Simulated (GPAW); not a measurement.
# BaS (Fm-3m): G0W0 with GPAW, start to end, part 2 of 2

Wanted: ground state, empty states, screening and self-energy for BaS (Fm-3m).

GPAW 26.7.0; PBE and many-body steps on it, plane waves. Known limits of the many-body steps: not at the basis limit; no spin-orbit coupling.

So far. Step 3 (Bands along the symmetry lines): The gap is 2.132 eV, as in the run before at this level. Step 4 (Empty states on the mesh, 4×4×4 mesh, 281 bands): On this mesh the gap is 2.132 eV.

**5. Screening and self-energy, 4×4×4 mesh, 271 bands, screening to 150 eV**

G0W0 replaces the xc potential by the self-energy, built once from these orbitals. Only a window of levels is corrected, while the sums run over the empty bands that the input names.

This step: G0W0 on PBE, plane waves, PAW.

The input, run.py:

```python
import json
import numpy as np
from gpaw.mpi import world
from gpaw.response.g0w0 import G0W0

gw = G0W0('full.gpw',
    filename='gw',
    kpts=[0, 5],
    bands=(6, 10),
    ecut=150,
    nbands=271,
    integrate_gamma='WS',
    ppa=True)
gw.calculate()
res = {mode: {k: v for k, v in r.items() if k != 'sigma_eskwn'}
       for mode, r in gw.all_results.items()}

if world.rank == 0:
    with open('result.json', 'w') as f:
        json.dump(res, f, default=lambda x: x.tolist())
```

Launch:

```
$ mpirun -n 4 gpaw python run.py
```

Numbers of over 12 decimals in the logs are rounded to 6 here.

The log of the run:

```text
Using integrator: PointIntegrator
FrequencyGridDescriptor(from 0.000+0.000j to 0.000+27.211j eV, 2 points)
Nonperiodic BCs:  [False False False]
Using integrator: PointIntegrator
FrequencyGridDescriptor(from 0.000+0.000j to 0.000+27.211j eV, 2 points)
Nonperiodic BCs:  [False False False]
  ___  _ _ _
 |   || | | |
 | | || | | |
 |__ ||_____|
 |___|

BZ k-points: Symmetries present (total): 48

  [... matrices ...]
64 k-points: 4 x 4 x 4 Monkhorst-Pack grid + [1/8,1/8,1/8]
8 k-points in the irreducible part of the Brillouin zone
       k-points in crystal coordinates                weights
   0:     0.00000000    0.00000000    0.00000000          1/64
   1:     0.25000000    0.25000000    0.00000000          6/64
   2:     0.25000000    0.25000000    0.25000000          8/64
   3:     0.50000000    0.25000000   -0.25000000          6/64
   4:     0.50000000    0.25000000    0.25000000         12/64
   5:     0.50000000    0.50000000    0.00000000          3/64
   6:     0.50000000    0.50000000    0.25000000         24/64
   7:     0.50000000    0.50000000    0.50000000          4/64

Distributing spins, k-points and bands (1 x 2 x 4) over 4 processes
Number of blocks: 1

Quasi particle states:
k-points (IBZ indices): [0, 5]
Band range: (6, 10)
  [... matrices ...]
Computational parameters:
Plane wave cut-off: 150 eV
Number of bands: 271
Coulomb cutoff: None
Broadening: 0.1 eV

fxc modes: GW
Kernel: RPA
Using Godby-Needs plasmon-pole approximation:
  Fitting energy: i*E0, E0 = 1.000 Hartree
Summing all q:

Calculating screened Coulomb potential
No Coulomb truncation
FrequencyGridDescriptor(from 0.000+0.000j to 0.000+27.211j eV, 2 points)
Removing empty qpoint cache files...

Calculating chi0 body with:
    Ground state adapter containing:
    Number of spins: 1
    Number of kpoints: 64
    Number of irreducible kpoints: 8
    Number of completely occupied states: 8
    Number of partially occupied states: 8
    Occupied states memory: 1.6875 M / cpu

    Linear response parametrization:
    q_c: [0.0, 0.0, 0.0]
    Number of frequency points: 2
    Planewave cutoff: 150.0
    Number of bands: 271
    Number of planewaves: 283
    Broadening (eta): 1e-06
    comm.size: 4
    kncomm.size: 4
    blockcomm.size: 1

    Memory estimate of potentially large arrays:
        chi0_wGG: 2.444122 M / cpu
Integrating chi0 body.

Symmetries of q_c:
    Direct symmetries (Uq -> q): 48
    Indirect symmetries (TUq -> q): 0
In total 48 allowed symmetries.

  [... matrices ...]
8 groups of equivalent kpoints. 87.5% reduction.

Integral kind: response function
Integrating chi0 head and wings.

Symmetries of q_c:
    Direct symmetries (Uq -> q): 48
    Indirect symmetries (TUq -> q): 0
In total 48 allowed symmetries.

  [... matrices ...]
8 groups of equivalent kpoints. 87.5% reduction.

Integral kind: response function wings

Calculating chi0 body with:
    Ground state adapter containing:
    Number of spins: 1
    Number of kpoints: 64
    Number of irreducible kpoints: 8
    Number of completely occupied states: 8
    Number of partially occupied states: 8
    Occupied states memory: 1.6875 M / cpu

    Linear response parametrization:
[... the further q-points ...]

Results:
f:      Occupation numbers
eps:     KS-eigenvalues [eV]
vxc:     KS vxc [eV]
exx:     Exact exchange [eV]
sigma:   Self-energies [eV]
dsigma:  Self-energy derivatives
Z:       Renormalization factors
qp:      QP-energies [eV]

k-point 0 (0): (0.000, 0.000, 0.000)                GW
band       f     eps     vxc     exx   sigma  dsigma       Z      qp
                                                                   GW
   6   1.000   4.862 -14.538 -17.551   1.650  -0.277   0.783   3.795
   7   1.000   4.862 -14.538 -17.551   1.650  -0.277   0.783   3.795
   8   0.000   8.483  -9.616  -5.634  -3.773  -0.205   0.830   8.657
   9   0.000   8.753  -9.953  -5.440  -3.905  -0.205   0.830   9.257

k-point 1 (5): (0.500, 0.500, 0.000)                GW
band       f     eps     vxc     exx   sigma  dsigma       Z      qp
                                                                   GW
   6   1.000   4.732 -14.595 -17.680   1.699  -0.275   0.784   3.644
   7   1.000   4.732 -14.595 -17.680   1.699  -0.275   0.784   3.644
   8   0.000   6.994  -8.659  -4.825  -3.530  -0.201   0.833   7.247
   9   0.000  10.812 -12.593  -7.512  -4.069  -0.214   0.824  11.645
```

Elapsed: 5.1 min, on 4 MPI ranks of AMD EPYC 7571, shared host; peak memory 1.4 GiB; 20 min of CPU time.

This step gave:

* G0W0 gap on the points computed: 3.452 eV
* least direct G0W0 gap on the computed points: 3.603 eV
* Z at the valence top: 0.7832
* Z at the conduction bottom: 0.8326
* starting gap on the mesh: 2.132 eV
* k of the valence top: 0, 0, 0
* k of the conduction bottom: 0.5, 0.5, 0

The gap on the mesh goes from 2.13 eV to 3.45 eV, a correction of +1.32 eV.

Limits: finite bands, cutoff and mesh; no spin-orbit coupling. v1 is the top filled band, c1 the lowest empty one. The levels before and after the correction (eV, zero at the valence-band top of each column):

|  | conduction bottom | valence top |
| --- | --- | --- |
| Kohn-Sham | 2.13 | 0.00 |
| G0W0 | 3.45 | 0.00 |

```csv
,level,energy (eV)
Kohn-Sham,Γ v2-v1,0.000
Kohn-Sham,Γ c1,3.621
Kohn-Sham,Γ c2,3.891
Kohn-Sham,(0.5 0.5 0) v2-v1,-0.130
Kohn-Sham,(0.5 0.5 0) c1,2.132
Kohn-Sham,(0.5 0.5 0) c2,5.950
G0W0,Γ v2-v1,0.000
G0W0,Γ c1,4.863
G0W0,Γ c2,5.462
G0W0,(0.5 0.5 0) v2-v1,-0.150
G0W0,(0.5 0.5 0) c1,3.452
G0W0,(0.5 0.5 0) c2,7.851
```

**6. Where the time went**

Times are wall times on 4 MPI ranks of AMD EPYC 7571, shared host. The host was busy with other work, so they are no guide to cost.

| step | time | share | memory (GiB) |
| --- | --- | --- | --- |
| ground state | 15 s | 4 % | 0.66 |
| bands along the symmetry lines | 19 s | 5 % | 0.7 |
| empty states on the mesh | 26 s | 7 % | 1.3 |
| screening and self-energy | 5.1 min | 84 % | 1.4 |

**7. Results**

* PBE gap: 2.13 eV, indirect
* G0W0 gap on the mesh: 3.45 eV
* GW settings: 4×4×4 mesh, 271 bands, screening to 150 eV, Godby-Needs plasmon pole
* known limits: not at the basis limit; no spin-orbit coupling

In words: G0W0 moves the gap on the mesh from 2.13 eV to 3.45 eV (+1.32 eV), with Z of 0.78 and 0.83 at the edges. Only 2 of the mesh's irreducible points were corrected, so a valley elsewhere could overtake. The dearest step here is «screening and self-energy». Bands and cutoff are finite, so the gap is not at the basis limit. The miss can reach some tenths of an eV and take either sign; the mesh is an error of its own. These stock PAW sets were not made for GW. In the G0W0 run levels were corrected at 2 k points alone, so a gap called «on the mesh» is the least over those, and an edge elsewhere would be missed. The many-body steps are scalar-relativistic: spin-orbit coupling is not in them.

[Paths, hosts, dates, memory and timing lines, banners, echoed tables and standing remarks are left out of the program output.]

[Logs are printed without paths, hosts, clocks, repeated set-up lines and the standing remarks that a program may print on its own settings, such as how far it seeks lower states.]

[Runs of the session that timed out or met a known fault of the program may be left out.]

[Hosts, paths, dates, database ids (printed as entryN), source tags and the programs' standing remarks are cut or masked in the printed files.]
